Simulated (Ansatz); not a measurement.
# Ti14Si: the cost of one run

Computed with Ansatz 0.2.0 (DFT PBE, scalar-relativistic, plane waves, PAW, unless a step's input says otherwise).

2 further runs of the same task are left out: 1 that didn't finish, 1 set aside as unsound or not needed.

### 1 The system as given

It takes space group Fm-3m (No. 225, cubic). Conventional cell: a = 4.112 Å, b = 4.112 Å, c = 4.112 Å, α = 90.00°, β = 90.00°, γ = 90.00°. Ti (site symmetry m-3m) has 12 Ti at 2.91 Å as nearest neighbours.

Coordinates:

```cif
data_structure
_symmetry_space_group_name_H-M 'Fm-3m'
_symmetry_Int_Tables_number 225
_cell_length_a 4.1120
_cell_length_b 4.1120
_cell_length_c 4.1120
_cell_angle_alpha 90.000
_cell_angle_beta 90.000
_cell_angle_gamma 90.000
_cell_volume 69.53
loop_
_atom_site_label
_atom_site_type_symbol
_atom_site_symmetry_multiplicity
_atom_site_Wyckoff_symbol
_atom_site_fract_x
_atom_site_fract_y
_atom_site_fract_z
_atom_site_occupancy
Ti1 Ti 4 a 0.00000 0.00000 0.00000 1
```

This cell was relaxed beforehand with the same method: volume 17.38 Å³/atom, gap on the mesh none (metal).

### 2 Relaxing the first end

The supercell's rows are -1 -1 -1; 3 -1 -1; -1 -1 3 in vectors of the relaxed cell. Atom 1 is the Si that will move.

Input file input.yaml:

```yaml
crystal:
  lattice:
    - [-4.1120350457, -4.1120350457, -4.1120350457]
    - [-4.1120350457, 4.1120350457, 4.1120350457]
    - [4.1120350457, 4.1120350457, -4.1120350457]
  atoms:
    - { symbol: Si, position: [0.75, 0.0, 0.25] }
    - { symbol: Ti, position: [0.25, 0.0, 0.75] }
    - { symbol: Ti, position: [0.75, 0.5, 0.75] }
    - { symbol: Ti, position: [0.75, 0.25, 0.0] }
    - { symbol: Ti, position: [0.5, 0.25, 0.25] }
    - { symbol: Ti, position: [0.25, 0.25, 0.5] }
    - { symbol: Ti, position: [0.0, 0.25, 0.75] }
    - { symbol: Ti, position: [0.0, 0.0, 0.0] }
    - { symbol: Ti, position: [0.75, 0.75, 0.5] }
    - { symbol: Ti, position: [0.5, 0.75, 0.75] }
    - { symbol: Ti, position: [0.5, 0.5, 0.0] }
    - { symbol: Ti, position: [0.25, 0.5, 0.25] }
    - { symbol: Ti, position: [0.0, 0.5, 0.5] }
    - { symbol: Ti, position: [0.25, 0.75, 0.0] }
    - { symbol: Ti, position: [0.0, 0.75, 0.25] }
basis:
  ecutwfc: 420
  xc_grid: 2
kpoints:
  mp_grid: { grid: [4, 4, 4], shift: [0.5, 0.5, 0.5] }
hamiltonian:
  xc: pbe
scf:
  occupations: { method: gaussian, width: 0.1 }
output:
  forces: true
  stress: false
  eigenvalues: true
  write_density: true
  write_potential: true
  elf: true
  volumetric_format: npy
relax:
  adjacent_minimum: "off"
  f_tol: 0.02
  max_steps: 60
```

Command:

```console
$ ansatz run input.yaml --threads 4 --pin off --max-ram 8192MiB --backend cpu --events-out ev --progress --plain --runs-dir out
```

Q: Estimate wall time and peak memory on 4 threads of Intel Xeon Platinum 8375C at 2.90GHz (Ice Lake), shared host.

About 54 s, with a peak of 1.1 GiB.
